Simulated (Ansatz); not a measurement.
**Fe: converged, but where?**

System: Fe, an experimental structure (space group Fm-3m, primitive cell doubled); the cell holds 2 atoms. Source: COD entry 9008469; the sample's temperature and pressure aren't taken into account, and it need not be the stable phase.

Computed with DFT, PBE, PAW, plane waves, scalar-relativistic in Ansatz development build ahead of 0.2.0.

```yaml
crystal:
  lattice:
    - [0.0, 1.7955, 1.7955]
    - [1.7955, 0.0, 1.7955]
    - [3.591, 3.591, 0.0]
  atoms:
    - { symbol: Fe, position: [0.0, 0.0, 0.0] }
    - { symbol: Fe, position: [0.0, 0.0, 0.5], spin: 4.0 }
magnetization:
  spin_polarized: true
hamiltonian:
  xc: pbe
  pseudopotentials: { kind: paw }
basis:
  ecutwfc: 420
kpoints:
  mp_grid: { grid: [14, 14, 7] }
scf:
  occupations: { method: fermi_dirac, width: 0.1 }
  lower_state_search: "off"
output:
  forces: true
  stress: true
```

It took 13 s on 2 threads of Arm Neoverse V1, with other jobs on the host, peak memory 0.38 GiB.

The end of the output:

```
SCF converged after 30 iterations
Magnetization: 0.0009 μB (16.0004 up, 15.9996 down)
Absolute magnetization: 3.5425 μB (∫|ρ↑−ρ↓|, with the PAW one-centre terms)
Spin contamination: 1.2743 ħ² per cell (⟨S²⟩ above its minimum at these occupations)
Per-site moments (μB) at R_I (Å): [(-1.7304, 1.0474), (1.7312, 1.0474)]
Free energy (F): -8960.630596 eV
Harris-Foulkes:  -8960.630596 eV  (|F-HF|=1.02e-8)
Internal energy: -8960.510695 eV  (E = F + TS)
E sigma→0 (E₀):  -8960.570646 eV
Entropy (-TS):   -0.119901 eV (-59.951 meV/atom)
Fermi energy:    18.276234 eV
--- Forces (eV/Å), atoms counted from 1 ---
  atom   1  Fe    -0.00000000     0.00000000     0.00000000
  atom   2  Fe     0.00000000     0.00000000     0.00000000
--- Stress (GPa, compression-positive) ---
      -11.621571       2.798199      -2.798199
        2.798199     -11.621571      -2.798199
       -2.798199      -2.798199     -11.621571
  P = ⅓ Tr σ = -11.6216 GPa (-116.216 kbar)
```

Site moments are taken inside atomic spheres and don't add up to the total.

Question: Has the SCF ended in the lowest solution? If not, by how much is it too high?

Answer: No. A state 23.5 meV/atom (0.047 eV per cell) lower exists in this cell: ferromagnetic, site moments Fe1 2.45, Fe2 2.45 μB, total 4.82 μB per cell, no gap on the k-mesh. It was reached from: parallel moments, default search for lower states [Fe1 4.00, Fe2 4.00 μB]; the moments in brackets, symmetry off, default search [Fe1 4.00, Fe2 4.00 μB]. The wrong state matters: the pressure is 4.3 GPa there against -11.6 GPa here. Signs that this run gave and the runs to the lower state didn't: a notice that the order of the start wasn't kept. This multiple of the primitive cell fits some opposed orders; other multiples fit others. “Lowest” means lowest among the runs made in this cell.
